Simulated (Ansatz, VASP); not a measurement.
# TiH2: VASP beside Ansatz

```
CELL_PARAMETERS angstrom
-1.58811 1.58811 2.06976
1.58811 -1.58811 2.06976
1.58811 1.58811 -2.06976
ATOMIC_POSITIONS crystal
Ti 0.00000 0.00000 0.00000
H 0.25000 0.75000 0.50000
H 0.75000 0.25000 0.50000
```

Alike in both runs: functional PBEsol; k mesh 18 × 18 × 18; occupations gaussian, width 0.1 eV; no spin polarisation.

Ansatz relaxed the structure, and its values are those at the end. VASP's run is a single point on that final structure, the one shown.

```csv
,VASP,Ansatz
version,VASP 6.6.1,Ansatz 0.2.0
potentials or method,"VASP PAW PBE potentials, release 64 (Ti_sv, H)","scalar-relativistic, plane waves, PAW"
plane-wave cutoff (eV),520,420
valence electrons in the cell,14,14
```

|  | VASP | Ansatz | Ansatz less VASP |
| --- | --- | --- | --- |
| gap on the k mesh at the Fermi level (eV) | none | none | - |
| pressure (GPa) | 0.0 | 0.0 | -0.03 |

A gap of «none» marks a metal or a gap that the smearing closes. With one functional, cell and mesh, what is left measures potentials, basis and numerics.

Caveats: the PAW data sets were made with another functional, which shifts forces and pressure a little (VASP).
